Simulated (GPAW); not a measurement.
# Hf (Im-3m) in GPAW: notebook

Aim: see how the results for Hf move with the level of theory and the settings. Levels: LDA, revPBE+D3(BJ), PBE. Tasks: band structure, equation of state.

Program: GPAW 26.7.0. These are calculated values, not measurements. Logs are shortened: lines on timing, memory, paths and dates and some standing lists are left out, and cuts for length are marked. The log counts tension as positive stress, the text compression.

## (1) Starting point

It takes space group Im-3m (No. 229, cubic). Conventional cell: a = 3.610 Å, b = 3.610 Å, c = 3.610 Å, α = 90.00°, β = 90.00°, γ = 90.00°. Hf (site symmetry m-3m) is surrounded by 8 Hf at 3.13 Å.

This isn't the form of Hf at room conditions, which is hcp.

## (2) Band structure, LDA

Contents of run.py:

```python
from ase.dft.bandgap import bandgap
from ase.io import read, write
from ase.units import GPa
from gpaw import GPAW, PW, setup_paths

setup_paths.insert(0, '.')

atoms = read('POSCAR')

calc = GPAW(mode=PW(600),
            xc='LDA',
            kpts={'size': (10, 10, 10), 'gamma': True},
            occupations={'name': 'fermi-dirac', 'width': 0.05},
            setups={'Hf': 'jth'},
            nbands=-8,
            convergence={'density': 1e-05, 'energy': 1e-05},
            maxiter=150,
            txt='gpaw.txt')
atoms.calc = calc
energy = atoms.get_potential_energy()
forces = atoms.get_forces()
stress = atoms.get_stress()
calc.write('gs.gpw')
write('result.traj', atoms)
print(f'Energy: {energy:.6f} eV')
print('Forces (eV/A):')
print(forces.round(4))
print('Stress (GPa):', (stress / GPa).round(3))
print('Fermi level:', round(calc.get_fermi_level(), 4), 'eV')
print(f'Gap: {bandgap(calc)[0]:.4f} eV, direct: {bandgap(calc, direct=True)[0]:.4f} eV')

path = atoms.cell.bandpath('GHNGPH,PN', npoints=60, eps=1e-4)
bs_calc = calc.fixed_density(kpts=path, symmetry='off', nbands=-16,
                             convergence={'bands': 'CBM+6.0', 'eigenstates': 1e-6}, txt='bands.txt')
bs = bs_calc.band_structure()
bs.write('bs.json')
print(f'Gap on the path: {bandgap(bs_calc)[0]:.4f} eV')
```

Contents of POSCAR:

```
Hf
1.0
   -1.8050000000      1.8050000000      1.8050000000
    1.8050000000     -1.8050000000      1.8050000000
    1.8050000000      1.8050000000     -1.8050000000
Hf
1
Direct
    0.0000000000      0.0000000000      0.0000000000
```

Potentials or basis: JTH PAW 2.0, LDA, pw.

Run with:

```bash
$ OMP_NUM_THREADS=1 python run.py
```

gpaw.txt:

```text
__  _  _
 | _ |_)|_||  |
 |__||  | ||/\| - 26.7.0

Input parameters:
  mode=PW(ecut=600.0),
  convergence={'density': 1e-05, 'energy': 1e-05},
  kpts=MonkhorstPack(size=(10, 10, 10), gamma=True),
  maxiter=150,
  nbands=-8,
  occupations=Occupations(name='fermi-dirac', width=0.05),
  setups={'Hf': 'jth'},
  xc=XC(name='LDA')

Diagonalizing LCAO Hamiltonian
Converting LCAO to pw mode

       Hf

Atoms  # Å, Bohr magnetons
|   | symbol |        x |        y |        z |    initial magnetic moments |
|---|--------|----------|----------|----------|-----------------------------|
| 0 |     Hf | 0.000000 | 0.000000 | 0.000000 | ( 0.0000,  0.0000,  0.0000) |

Unit cell  # Å
| periodic |         x |         y |         z |  lengths |     angles |
|----------|-----------|-----------|-----------|----------|------------|
|      yes | -1.805000 |  1.805000 |  1.805000 | 3.126352 | 109.471221 |
|      yes |  1.805000 | -1.805000 |  1.805000 | 3.126352 | 109.471221 |
|      yes |  1.805000 |  1.805000 | -1.805000 | 3.126352 | 109.471221 |

Number of symmetries: 48
Symmetry operations  # r_c * U_cc + t_c -> r_c
|    | kind |            matrix            |
|----|------|------------------------------|
|  0 |  σ   |  1, 1, 1,  0, 0,-1,  0,-1, 0 |
|  1 |  C4  |  1, 1, 1,  0, 0,-1, -1, 0, 0 |
|  2 |  C2  |  1, 1, 1,  0,-1, 0,  0, 0,-1 |
|  3 |  S6  |  1, 1, 1,  0,-1, 0, -1, 0, 0 |
|  4 |  S6  |  1, 1, 1, -1, 0, 0,  0, 0,-1 |
|  5 |  C4  |  1, 1, 1, -1, 0, 0,  0,-1, 0 |
|  6 |  E   |  1, 0, 0,  0, 1, 0,  0, 0, 1 |
|  7 |  σ   |  1, 0, 0,  0, 1, 0, -1,-1,-1 |
|  8 |  σ   |  1, 0, 0,  0, 0, 1,  0, 1, 0 |
|  9 |  C3  |  1, 0, 0,  0, 0, 1, -1,-1,-1 |
| 10 |  C3  |  1, 0, 0, -1,-1,-1,  0, 1, 0 |
| 11 |  σ   |  1, 0, 0, -1,-1,-1,  0, 0, 1 |
| 12 |  σ   |  0, 1, 0,  1, 0, 0,  0, 0, 1 |
| 13 |  C2  |  0, 1, 0,  1, 0, 0, -1,-1,-1 |
| 14 |  C3  |  0, 1, 0,  0, 0, 1,  1, 0, 0 |
| 15 |  S4  |  0, 1, 0,  0, 0, 1, -1,-1,-1 |
| 16 |  S4  |  0, 1, 0, -1,-1,-1,  1, 0, 0 |
| 17 |  C3  |  0, 1, 0, -1,-1,-1,  0, 0, 1 |
| 18 |  C3  |  0, 0, 1,  1, 0, 0,  0, 1, 0 |
| 19 |  S4  |  0, 0, 1,  1, 0, 0, -1,-1,-1 |
| 20 |  σ   |  0, 0, 1,  0, 1, 0,  1, 0, 0 |
| 21 |  C3  |  0, 0, 1,  0, 1, 0, -1,-1,-1 |
| 22 |  C2  |  0, 0, 1, -1,-1,-1,  1, 0, 0 |
| 23 |  S4  |  0, 0, 1, -1,-1,-1,  0, 1, 0 |
| 24 |  C4  |  0, 0,-1,  1, 1, 1,  0,-1, 0 |
| 25 |  σ   |  0, 0,-1,  1, 1, 1, -1, 0, 0 |
| 26 |  S6  |  0, 0,-1,  0,-1, 0,  1, 1, 1 |
| 27 |  C2  |  0, 0,-1,  0,-1, 0, -1, 0, 0 |
| 28 |  C4  |  0, 0,-1, -1, 0, 0,  1, 1, 1 |
| 29 |  S6  |  0, 0,-1, -1, 0, 0,  0,-1, 0 |
| 30 |  S6  |  0,-1, 0,  1, 1, 1,  0, 0,-1 |
| 31 |  C4  |  0,-1, 0,  1, 1, 1, -1, 0, 0 |
| 32 |  C4  |  0,-1, 0,  0, 0,-1,  1, 1, 1 |
| 33 |  S6  |  0,-1, 0,  0, 0,-1, -1, 0, 0 |
| 34 |  σ   |  0,-1, 0, -1, 0, 0,  1, 1, 1 |
| 35 |  C2  |  0,-1, 0, -1, 0, 0,  0, 0,-1 |
| 36 |  C2  | -1, 0, 0,  1, 1, 1,  0, 0,-1 |
| 37 |  S6  | -1, 0, 0,  1, 1, 1,  0,-1, 0 |
| 38 |  S6  | -1, 0, 0,  0, 0,-1,  1, 1, 1 |
| 39 |  C2  | -1, 0, 0,  0, 0,-1,  0,-1, 0 |
| 40 |  C2  | -1, 0, 0,  0,-1, 0,  1, 1, 1 |
| 41 |  i   | -1, 0, 0,  0,-1, 0,  0, 0,-1 |
| 42 |  S4  | -1,-1,-1,  1, 0, 0,  0, 1, 0 |
| 43 |  C3  | -1,-1,-1,  1, 0, 0,  0, 0, 1 |
| 44 |  C3  | -1,-1,-1,  0, 1, 0,  1, 0, 0 |
| 45 |  σ   | -1,-1,-1,  0, 1, 0,  0, 0, 1 |
| 46 |  S4  | -1,-1,-1,  0, 0, 1,  1, 0, 0 |
| 47 |  C2  | -1,-1,-1,  0, 0, 1,  0, 1, 0 |

BZ-sampling:
  Number of BZ points: 1000
  Number of IBZ points: 47

  Monkhorst-Pack size: [10, 10, 10]
  Monkhorst-Pack shift: [0.05, 0.05, 0.05]

K-points  # in reciprocal-cell coordinates
|     |                                coordinates |     weight |
|-----|--------------------------------------------|------------|
|   0 | (  0.00000000,   0.00000000,   0.00000000) | 0.00100000 |
|   1 | (  0.10000000,   0.00000000,   0.00000000) | 0.01200000 |
|   2 | (  0.10000000,   0.10000000,  -0.10000000) | 0.00600000 |
|   3 | (  0.20000000,   0.00000000,  -0.10000000) | 0.02400000 |
|   4 | (  0.20000000,   0.00000000,   0.00000000) | 0.01200000 |
|   5 | (  0.20000000,   0.10000000,  -0.10000000) | 0.02400000 |
|   6 | (  0.20000000,   0.20000000,  -0.20000000) | 0.00600000 |
|   7 | (  0.30000000,  -0.10000000,  -0.10000000) | 0.00800000 |
|   8 | (  0.30000000,   0.00000000,  -0.10000000) | 0.04800000 |
|   9 | (  0.30000000,   0.00000000,   0.00000000) | 0.01200000 |
| ... |                                            |            |
|  46 | (  0.50000000,   0.50000000,   0.50000000) | 0.00100000 |

Plane wave coefficients: 802
Cutoff: 600.0 eV

Spin-components: 1 (collinear spins)
Bands:           14
Projectors:      6
Spin-degeneracy: 2
Datatype:        complex128

Parallelization:
  kpt:    1
  domain: 1
  band:   1

Density:
  Valence electrons: 12.0
  Components: 1
  Grid points: [18 18 18]
  Charge: 0.0  # |e|

Potential:
  Grid points: [18 18 18]

species:
  Hf:
    name:    Hafnium
    Z:       72.0
    valence: 12
    core:    60
    charge:  0.0  # [|e|]
    compensation charges:
      type: sinc
      rc: 1.28  # [Å]
      lmax: 2
    cutoffs:
      filter: 1.28  # [Å]
      core: 4.10  # [Å]
    projectors
    | kind |    occ | energy [eV] | rcut [Å] |
    |------|--------|-------------|----------|
    |   5s |  2.000 |     -67.175 |    1.168 |
    |   6s |  2.000 |      -5.261 |    1.168 |
    |   5p |  6.000 |     -35.715 |    1.276 |
    |   6p |  0.000 |      -1.465 |    1.276 |
    |   5d |  2.000 |      -2.870 |    1.168 |
    |    d |        |       4.082 |    1.168 |

    Using partial waves for Hf as LCAO basis

Reference energy: -410053.832823  # eV

eigensolver:
  PPCG
  Converge bands: occupied
  niter=2

density mixing:
  MSR1-Mixer
  Pratt-step length: 0.05
  Maximum mixing coefficient: 0.75
  Old densities: 10
  SVD Regularization: 0.005
  Good broyden scale: 1.0
  Trust region scale: 1.0
  Backstep threshold: 4.0
  History deletion threshold: 6.0
  Fourier metric: weight=20.0, sigma=0.015

occupation numbers:
  Fermi-Dirac:
    width: 0.0500  # eV

poisson solver:
  ecut: 4800.0  # eV

xc functional:
  name: None

convergence criteria:
- Maximum integral of absolute [dens]ity change: 1e-05 electrons / valence electron
- Maximum [total energy] change in last 3 cyles: 1e-05 eV / valence electron
- Maximum integral of absolute [eigenst]ate change: 4e-08 eV^2 / valence electron
maximum number of iterations: 150

SCF iterations
|iter     | |      energy | eigst |  dens |
|---------|-|-------------|-------|-------|
|iter:   1| |   -7.368841 | -1.07 |       |
|iter:   2| |   -7.341826 | -3.61 | -1.27 |
|iter:   3| |   -7.191268 | -1.74 | -1.31 |
|iter:   4| |   -7.189337 | -3.39 | -2.09 |
|iter:   5| |   -7.189193 | -4.79 | -2.61 |
|iter:   6| |   -7.189193 | -6.72 | -3.78 |
|iter:   7| |   -7.189193c| -8.08c| -4.22 |
|iter:   8| |   -7.189193c| -9.25c| -5.56c|

Converged in 8 steps
Energy contributions relative to reference atoms: (reference = -410053.832823)

Energy contributions:
  Kinetic:           5.253508
  Coulomb:          -5.307677
  Zero:             -0.030529
  External:          0.000000
  Xc:               -7.097034
  Entropy:          -0.014923
  Spinorbit:         0.000000
  ----------------------------
  Free energy:      -7.196654
  Extrapolated:     -7.189193

dipole moment: (-13.149544, -13.149544, -13.149544)  # |e|*Ang

Fermi level: 4.688
Eigenvalues  # (at kpt = [0.000, 0.000, 0.000])
| band index |      eig [eV] | occ [0-2] |
|------------|---------------|-----------|
|          0 |       -57.018 |     2.000 |
|          1 |       -25.300 |     2.000 |
|          2 |       -25.300 |     2.000 |
|          3 |       -25.300 |     2.000 |
|          4 |        -2.153 |     2.000 |
|          5 |         6.089 |     0.000 |
|          6 |         6.089 |     0.000 |
|          7 |         6.089 |     0.000 |
|          8 |         8.735 |     0.000 |
|          9 |         8.735 |     0.000 |
|         10 |        17.930 |     0.000 |
|         11 |        17.930 |     0.000 |
|         12 |        17.930 |     0.000 |
|         13 |        26.931 |     0.000 |

No gap
No difference between direct/indirect transitions

Forces  # eV/Ang
|        x |       y |       z |
|----------|---------|---------|
| -0.00000 | 0.00000 | 0.00000 |  # Hf   0

Stress tensor  # eV/Ang^3
|        x |        y |        z |
|----------|----------|----------|
| 0.084570 | 0.000000 | 0.000000 |
| 0.000000 | 0.084570 | 0.000000 |
| 0.000000 | 0.000000 | 0.084570 |

# Writing to gs.gpw (mode='')
```

Wall time 18 s (1 thread of Arm Neoverse V1, shared host); peak memory 0.18 GiB.

What came out:

| Item | Value |
| --- | --- |
| Free energy | -7.1967 eV |
| Pressure | -13.5 GPa |
| Band gap along the path | none (metal or under the smearing width) |

Levels at the corners of the path, in eV from the Fermi level:
| point | band 4 | band 5 | band 6 | band 7 | band 8 | band 9 |
| --- | --- | --- | --- | --- | --- | --- |
| Γ | -29.99 | -6.84 | 1.40 | 1.40 | 1.40 | 4.05 |
| H | -30.48 | -2.36 | -2.36 | 6.32 | 6.32 | 6.32 |
| N | -29.99 | -3.23 | -0.47 | 1.00 | 3.83 | 4.78 |
| Γ | -29.99 | -6.84 | 1.40 | 1.40 | 1.40 | 4.05 |
| P | -30.34 | -0.62 | -0.62 | -0.62 | 4.91 | 4.91 |
| H | -30.48 | -2.36 | -2.36 | 6.32 | 6.32 | 6.32 |
| P | -30.34 | -0.62 | -0.62 | -0.62 | 4.91 | 4.91 |
| N | -29.99 | -3.23 | -0.47 | 1.00 | 3.83 | 4.78 |

Caveat: the program truncates these outside data sets; spin-orbit coupling is left out, which moves the levels of the heavy elements.

[end of part 1 of 2]
